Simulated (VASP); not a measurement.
# BP (an interface model) in VASP: further runs

Runs on BP (an interface model). Level: PBE. Tasks: single point.

Everything below comes from runs of VASP 6.6.1. Logs are shortened: lines on timing, memory, paths and dates and some standing lists are left out, and cuts for length are marked.

## Step 1: Starting point

The cell holds a interface, 24 atoms: a = 3.216 Å, b = 3.216 Å, c = 31.522 Å, α = 90.00°, β = 90.00°, γ = 120.00°.

## Step 2: Single point, PBE

INCAR

```
SYSTEM = BP
PREC = Accurate
ENCUT = 520
EDIFF = 1E-6
ISMEAR = 0
SIGMA = 0.05
LREAL = Auto
LASPH = .TRUE.
NELM = 100
ALGO = Fast
ISIF = 2
LWAVE = .FALSE.
LCHARG = .FALSE.
GGA = PE
NBANDS = 66
```

KPOINTS

```
regular mesh
0
G
  12 12 1
  0 0 0
```

POSCAR

```
BP
1.0
    3.2161364976      0.0000000000      0.0000000000
   -1.6080682488      2.7852559090      0.0000000000
    0.0000000000      0.0000000000     31.5224479820
P B
12 12
Direct
    0.6666666667      0.3333333333      0.0503672844
    0.0000000000      0.0000000000      0.1334419008
    0.6666666667      0.3333333333      0.2998385147
    0.3333333333      0.6666666667      0.2166545994
    0.0000000000      0.0000000000      0.3827791190
    0.3333333333      0.6666666667      0.4645537670
    0.6666666667      0.3333333333      0.9496327156
    0.0000000000      0.0000000000      0.8665580992
    0.6666666667      0.3333333333      0.7001614853
    0.3333333333      0.6666666667      0.7833454006
    0.0000000000      0.0000000000      0.6172208810
    0.3333333333      0.6666666667      0.5354462330
    0.3333333333      0.6666666667      0.0276880674
    0.6666666667      0.3333333333      0.1126339718
    0.0000000000      0.0000000000      0.1960344927
    0.3333333333      0.6666666667      0.2792776291
    0.6666666667      0.3333333333      0.3624988687
    0.0000000000      0.0000000000      0.4455370532
    0.3333333333      0.6666666667      0.9723119326
    0.6666666667      0.3333333333      0.8873660282
    0.0000000000      0.0000000000      0.8039655073
    0.3333333333      0.6666666667      0.7207223709
    0.6666666667      0.3333333333      0.6375011313
    0.0000000000      0.0000000000      0.5544629468
```

Potentials or basis: VASP PAW PBE potentials, release 64 (P, B).

The run is started by

```console
cat potpaw_PBE.64/P/POTCAR potpaw_PBE.64/B/POTCAR > POTCAR
mpirun -np 1 vasp_std > vasp.out
```

OUTCAR:

```text
SYSTEM = BP
   PREC = Accurate
   ENCUT = 520
   EDIFF = 1E-6
   ISMEAR = 0
   LREAL = Auto
   LASPH = .TRUE.
   NELM = 100
   ISIF = 2
   GGA = PE

 ion  position               nearest neighbor table
   1  0.667  0.333  0.050-  14 1.96  13 1.99  13 1.99  13 1.99
   2  0.000  0.000  0.133-  14 1.97  14 1.97  14 1.97  15 1.97
   3  0.667  0.333  0.300-  16 1.97  16 1.97  16 1.97  17 1.98
   4  0.333  0.667  0.217-  15 1.97  15 1.97  15 1.97  16 1.97
   5  0.000  0.000  0.383-  17 1.96  17 1.96  17 1.96  18 1.98
   6  0.333  0.667  0.465-  18 1.95  18 1.95  18 1.95  12 2.23
[... 16 lines left out ...]
  23  0.667  0.333  0.638-  11 1.96  11 1.96  11 1.96   9 1.98
  24  0.000  0.000  0.554-  12 1.95  12 1.95  12 1.95  11 1.98

  LATTYP: Found a hexagonal cell.
 ALAT       =     3.2161364976
 C/A-ratio  =     9.8013402122

  Lattice vectors:

 A1 = (   3.2161364976,   0.0000000000,   0.0000000000)
 A2 = (  -1.6080682488,   2.7852559090,   0.0000000000)
 A3 = (   0.0000000000,   0.0000000000,  31.5224479820)

Analysis of symmetry for initial positions (statically):
=====================================================================
 Subroutine PRICEL returns:
 Original cell was already a primitive cell.

 Routine SETGRP: Setting up the symmetry group for a
 hexagonal supercell.

 Subroutine GETGRP returns: Found 12 space group operations
 (whereof 12 operations were pure point group operations)
 out of a pool of 24 trial point group operations.

The static configuration has the point symmetry D_3h.

Analysis of symmetry for dynamics (positions and initial velocities):
=====================================================================
 Subroutine PRICEL returns:
 Original cell was already a primitive cell.

 Routine SETGRP: Setting up the symmetry group for a
 hexagonal supercell.

 Subroutine GETGRP returns: Found 12 space group operations
 (whereof 12 operations were pure point group operations)
 out of a pool of 24 trial point group operations.

The dynamic configuration has the point symmetry D_3h.

 Subroutine INISYM returns: Found 12 space group operations
 (whereof 12 operations are pure point group operations),
 and found     1 'primitive' translations

----------------------------------------------------------------------------------------

                                     Primitive cell

  volume of cell :     282.3706

  direct lattice vectors                    reciprocal lattice vectors
     3.216136498  0.000000000  0.000000000     0.310932077  0.179516718  0.000000000
    -1.608068249  2.785255909  0.000000000     0.000000000  0.359033436  0.000000000
     0.000000000  0.000000000 31.522447982     0.000000000  0.000000000  0.031723425

  length of vectors
     3.216136498  3.216136498 31.522447982     0.359033436  0.359033436  0.031723425

  position of ions in fractional coordinates (direct lattice)
     0.666666667  0.333333333  0.050367284
     0.000000000  0.000000000  0.133441901
     0.666666667  0.333333333  0.299838515
     0.333333333  0.666666667  0.216654599
     0.000000000  0.000000000  0.382779119
     0.333333333  0.666666667  0.464553767
[... 16 lines left out ...]
     0.666666667  0.333333333  0.637501131
     0.000000000  0.000000000  0.554462947

  ion indices of the primitive-cell ions
   primitive index   ion index
                 1           1
                 2           2
                 3           3
                 4           4
                 5           5
                 6           6
[... 16 lines left out ...]
                23          23
                24          24

----------------------------------------------------------------------------------------

 KPOINTS: regular mesh

Automatic generation of k-mesh.
 Grid dimensions read from file:
 generate k-points for:   12   12    1

 Generating k-lattice:

  Cartesian coordinates                     Fractional coordinates (reciprocal lattice)
     0.025911006  0.014959727  0.000000000     0.083333333  0.000000000  0.000000000
     0.000000000  0.029919453  0.000000000     0.000000000  0.083333333  0.000000000
     0.000000000  0.000000000  0.031723425     0.000000000  0.000000000  1.000000000

  Length of vectors
     0.029919453  0.029919453  0.031723425

  Shift w.r.t. Gamma in fractional coordinates (k-lattice)
     0.000000000  0.000000000  0.000000000

 Subroutine IBZKPT returns following result:
 ===========================================

 Found     19 irreducible k-points:

 Following reciprocal coordinates:
            Coordinates               Weight
  0.000000  0.000000  0.000000      1.000000
  0.083333 -0.000000  0.000000      6.000000
  0.166667 -0.000000  0.000000      6.000000
  0.250000  0.000000  0.000000      6.000000
  0.333333  0.000000  0.000000      6.000000
  0.416667 -0.000000  0.000000      6.000000
[... 11 lines left out ...]
  0.333333  0.250000  0.000000     12.000000
  0.333333  0.333333  0.000000      2.000000
   k-points           NKPTS =     19   k-points in BZ     NKDIM =     19   number of bands    NBANDS=     66
   number of dos      NEDOS =    301   number of ions     NIONS =     24
   total plane-waves  NPLWV = 138240
   dimension x,y,z NGX =    24 NGY =   24 NGZ =  240
   dimension x,y,z NGXF=    48 NGYF=   48 NGZF=  480
   ions per type =              12  12
   NGX,Y,Z   is equivalent  to a cutoff of  12.41, 12.41, 12.66 a.u.
   NGXF,Y,Z  is equivalent  to a cutoff of  24.81, 24.81, 25.31 a.u.
 SYSTEM =  BP
   PREC   = accura    normal or accurate (medium, high low for compatibility)
   ISTART =      0    job   : 0-new  1-cont  2-samecut
   ICHARG =      2    charge: 1-file 2-atom 10-const
   ISPIN  =      1    spin polarized calculation?
   LNONCOLLINEAR =      F non collinear calculations
   LSORBIT =      F    spin-orbit coupling
   LASPH  =      T    aspherical Exc in radial PAW
   ENCUT  =  520.0 eV  38.22 Ry    6.18 a.u.   5.98  5.98 58.61*2*pi/ulx,y,z
   NELM   =    100;   NELMIN=  2; NELMDL= -5     # of ELM steps
   EDIFF  = 0.1E-05   stopping-criterion for ELM
   LREAL  =      T    real-space projection
   EDIFFG = 0.1E-04   stopping-criterion for IOM
   NSW    =      0    number of steps for IOM
   IBRION =     -1    ionic relax: 0-MD 1-quasi-New 2-CG
   NFREE  =      0    steps in history (QN), initial steepest desc. (CG)
   ISIF   =      2    stress and relaxation
   ISYM   =      2    0-nonsym 1-usesym 2-fastsym
   POTIM  = 0.5000    time-step for ionic-motion
   TEBEG  =    0.0;   TEEND  =   0.0 temperature during run
   PSTRESS=    0.0 pullay stress
   NELECT =      96.0000    total number of electrons
   NUPDOWN=      -1.0000    fix difference up-down
   EMIN   =  10.00;   EMAX   =-10.00  energy-range for DOS
   EFERMI =   0.00;   METHOD = LEGACY
   ISMEAR =     0;   SIGMA  =   0.05  broadening in eV -4-tet -1-fermi 0-gaus
   EFERMI_NEDOS =   21; number of points for ismear=-14 and -15
   IALGO  =     68    algorithm
   IMIX   =      4    mixing-type and parameters
     AMIX     =   0.40;   BMIX     =  1.00
     AMIX_MAG =   1.60;   BMIX_MAG =  1.00
  volume/ion in A,a.u.               =      11.77        79.40
  Fermi-wavevector in a.u.,A,eV,Ry     =   1.142594  2.159190 17.762703  1.305522
  Thomas-Fermi vector in A             =   2.279292
   LORBIT       =      0    0 simple, 1 ext, 2 COOP (PROOUT), +10 PAW based schemes
   GGA     = PE    functional components
   LHFCALC =     F    Hartree Fock is set to
   AEXX    =    0.0000 exact exchange contribution
   IVDW    =     0    specifies the selected vdW correction
   LEPSILON=     F    determine dielectric tensor
   LRPA    =     F    only Hartree local field effects (RPA)
 non-spin polarized calculation
 RMM-DIIS sequential band-by-band and
 Gauss-broadening in eV      SIGMA  =   0.05
  energy-cutoff  :      520.00
  volume of cell :      282.37
 maximum number of plane-waves:      7670
 NGX is ok and might be reduce to    24
   NGX = 11   NGY = 11   NGZ =117

 number of electron      96.0000002 magnetization

 Free energy of the ion-electron system (eV)
  ---------------------------------------------------
  ext. energy  EPLUGINS =         0.00000000
  ---------------------------------------------------
  free energy    TOTEN  =      -153.78269155 eV

  energy without entropy =     -153.77860797  energy(sigma->0) =     -153.78064976

 E-fermi :   8.0803     XC(G=0): -10.8871

 val. band max:        8.0531608581   @ k =   0.5000   0.0000   0.0000
 cond. band min:       8.1052867052   @ k =   0.0833   0.0833   0.0000
 fundamental gap:      0.0521258472
 Fermi energy:         8.0802610184

 k-point     1 :       0.0000    0.0000    0.0000
  band No.  band energies     occupation
      1      -9.3272      2.00000
      2      -8.5163      2.00000
      3      -8.0504      2.00000
      4      -7.6437      2.00000
      5      -7.2884      2.00000
      6      -6.9201      2.00000
[... 52 lines left out ...]
     59      11.0581      0.00000
     60      11.3859      0.00000

 k-point     2 :       0.0833   -0.0000    0.0000
  band No.  band energies     occupation
      1      -9.2192      2.00000
      2      -8.4062      2.00000
      3      -7.9414      2.00000
      4      -7.5342      2.00000
      5      -7.1800      2.00000
      6      -6.8116      2.00000
[... 52 lines left out ...]
     59      11.2140      0.00000
     60      11.3847      0.00000

 k-point     3 :       0.1667   -0.0000    0.0000
  band No.  band energies     occupation
      1      -8.8984      2.00000
      2      -8.0780      2.00000
      3      -7.6176      2.00000
      4      -7.2084      2.00000
      5      -6.8579      2.00000
      6      -6.4893      2.00000
[... 944 lines left out ...]
      6      -3.7552      2.00000
[... 52 lines left out ...]
     59      12.1050      0.00000
     60      12.2441      0.00000

 k-point    19 :       0.3333    0.3333    0.0000
  band No.  band energies     occupation
      1      -5.9021      2.00000
      2      -4.6144      2.00000
      3      -4.5554      2.00000
      4      -4.0220      2.00000
      5      -4.0215      2.00000
      6      -3.6358      2.00000
[... 52 lines left out ...]
     59      12.4092      0.00000
     60      12.5699      0.00000
 [bands above 60 left out]

------------------------ aborting loop because EDIFF is reached ----------------------------------------

  FORCE on cell =-STRESS in cart. coord.  units (eV):
  Direction    XX          YY          ZZ          XY          YZ          ZX
  --------------------------------------------------------------------------------------
  -------------------------------------------------------------------------------------
  Total       -0.6574631     -0.6574631     -0.3786729      0.0000000      0.0000000      0.0000000
  in kB       -3.7304605     -3.7304605     -2.1485988      0.0000000      0.0000000      0.0000000
  external PRESSURE =      -3.2031733 kB  Pullay stress =       0.0000000 kB

 VOLUME and BASIS-vectors are now :
 -----------------------------------------------------------------------------
  energy-cutoff  :      520.00
  volume of cell :      282.37
      direct lattice vectors                 reciprocal lattice vectors
     3.216136498  0.000000000  0.000000000     0.310932077  0.179516718  0.000000000
    -1.608068249  2.785255909  0.000000000     0.000000000  0.359033436  0.000000000
     0.000000000  0.000000000 31.522447982     0.000000000  0.000000000  0.031723425

 POSITION                                       TOTAL-FORCE (eV/Angst)
 -----------------------------------------------------------------------------------
      1.60807      0.92842      1.58770        -0.000000      0.000000     -0.013231
      0.00000      0.00000      4.20642         0.000000     -0.000000     -0.001101
      1.60807      0.92842      9.45164         0.000000     -0.000000      0.006409
     -0.00000      1.85684      6.82948        -0.000000      0.000000      0.005279
      0.00000      0.00000     12.06613         0.000000     -0.000000      0.010570
     -0.00000      1.85684     14.64387        -0.000000      0.000000      0.037950
[... 16 lines left out ...]
      1.60807      0.92842     20.09560         0.000000     -0.000000      0.003339
      0.00000      0.00000     17.47803         0.000000     -0.000000      0.004812
 -----------------------------------------------------------------------------------
    total drift:                                0.000000     -0.000000      0.000000

  FREE ENERGIE OF THE ION-ELECTRON SYSTEM (eV)
  ---------------------------------------------------
  free  energy   TOTEN  =      -153.7826915531 eV

  energy  without entropy=     -153.7786079688  energy(sigma->0) =     -153.78064976
```

It took 10 min on 1 thread of Intel Xeon Platinum 8488C (Sapphire Rapids), shared host; peak memory 0.47 GiB.

Results:

```
Free energy            : -153.7827 eV
Pressure               : -0.3 GPa
Largest force          : 0.038 eV/Å
Band gap on the k mesh : none (metal or under the smearing width)
```

Forces on the atoms (eV/Å):
```
P    0.000  0.000 -0.013
P    0.000  0.000 -0.001
P    0.000  0.000  0.006
P    0.000  0.000  0.005
P    0.000  0.000  0.011
P    0.000  0.000  0.038
P    0.000  0.000  0.013
P    0.000  0.000  0.001
P    0.000  0.000 -0.006
P    0.000  0.000 -0.005
P    0.000  0.000 -0.011
P    0.000  0.000 -0.038
B    0.000  0.000  0.016
B    0.000  0.000 -0.003
B    0.000  0.000 -0.005
B    0.000  0.000 -0.002
B    0.000  0.000 -0.003
B    0.000  0.000 -0.005
B    0.000  0.000 -0.016
B    0.000  0.000  0.003
B    0.000  0.000  0.005
B    0.000  0.000  0.002
B    0.000  0.000  0.003
B    0.000  0.000  0.005
```

Levels at points of the mesh, in eV from the Fermi level:
```
           k point  band 45  band 46  band 47  band 48  band 49  band 50  band 51  band 52
(0.00, 0.00, 0.00)    -0.38    -0.10     0.69     0.69     1.30     1.30     1.34     1.47
(0.50, 0.00, 0.00)    -2.43    -2.25    -1.74    -1.28    -0.53    -0.03     0.48     0.70
```

(Part 1 of 2 ends here.)
